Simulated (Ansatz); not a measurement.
An element in the bcc structure gives these cold pressures by all-electron LAPW under PBE (Ansatz 0.2.0, scalar-relativistic, no spin polarisation).

```json
{"V (Å³/atom)": "14.64", "P (GPa)": "0.01"}
{"V (Å³/atom)": "13.91", "P (GPa)": "5.42"}
{"V (Å³/atom)": "12.45", "P (GPa)": "21.5"}
{"V (Å³/atom)": "10.98", "P (GPa)": "49.4"}
{"V (Å³/atom)": "9.52", "P (GPa)": "99.1"}
{"V (Å³/atom)": "8.05", "P (GPa)": "194.1"}
{"V (Å³/atom)": "6.59", "P (GPa)": "390.1"}
{"V (Å³/atom)": "5.86", "P (GPa)": "564.6"}
```

(1) Which element is it?

Results:

(1) Si. Its zero-pressure volume in this structure is near 14.6 Å³/atom; the volume and the steepness of P(V) together point to it, though neighbours can come close. This is the case that was computed; others weren't tested.
